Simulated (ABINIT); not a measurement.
Runs of ABINIT 10.8.3 (patched build) on ZnSe (Stilleite). It takes space group F-43m (No. 216, cubic). Conventional cell: a = 5.668 Å, b = 5.668 Å, c = 5.668 Å, α = 90.00°, β = 90.00°, γ = 90.00°. Around Se (site symmetry -43m) lie 4 Zn at 2.45 Å. Around Zn (site symmetry -43m) lie 4 Se at 2.45 Å. 

```csv
task,level,potentials or basis,cell,k mesh,cutoff (eV),smearing,cell freedom (optcell),optimiser (ionmov),cutoff smearing ecutsm (Ha),force stop (Ha/bohr),bands in the sums,mesh quality,gap on the mesh (eV),pressure (GPa),relaxed volume (Å³/atom)
relaxation of cell and atoms,PBE,SG15 NC PBE v1.2,relaxed,6 × 6 × 6,1170,fermi-dirac 0.05 eV,2,2,0.5,2e-05,-,not flagged,1.14,0.0,23.57
one-shot levels of the hybrid HSE06,PBE,PseudoDojo NC SR PBE v0.4.1 standard,as given,6 × 6 × 6,1170,fixed,-,-,-,-,26,not flagged,1.29,-,-
one-shot levels of the hybrid PBE0-1/3,PBE,PseudoDojo NC SR PBE v0.4.1 standard,as given,6 × 6 × 6,1061,fixed,-,-,-,-,26,not flagged,1.29,-,-
phonons at a zone-boundary q,PBE,PseudoDojo NC SR PBE v0.4.1 standard,as given,"4 × 4 × 4, with 4 shifts",1061,fixed,-,-,-,-,-,not flagged,-,1.6,-
optical spectrum,PBE,SPMS NC PBE v1.0,as given,"6 × 6 × 6, with 4 shifts",844,fixed,-,-,-,-,26,not flagged,-,(b),-
relaxation of cell and atoms,LDA,PseudoDojo NC SR LDA v0.4.1 standard,relaxed,6 × 6 × 6,1170,fermi-dirac 0.05 eV,2,2,0.5,2e-05,-,not flagged,(a),0.0,21.57
dielectric tensor,PBEsol,PseudoDojo NC SR PBEsol v0.4.1 standard,as given,"4 × 4 × 4, with 4 shifts",1061,fixed,-,-,-,-,-,not flagged,-,-1.6,-
```

Alike in all rows: no spin polarisation.

Q: Fill in the values left out.

A: (a) 1.25; (b) 2.2.

Caveats: Libxc's HSE differs a little from that of other programs (some runs); this build's HSE levels may be imprecise (some runs); spectra need much finer meshes, so this one isn't converged (some runs).

A k mesh can miss the band edges, and the runs leave out spin-orbit coupling on Se.

Not every run made on this cell is shown here.
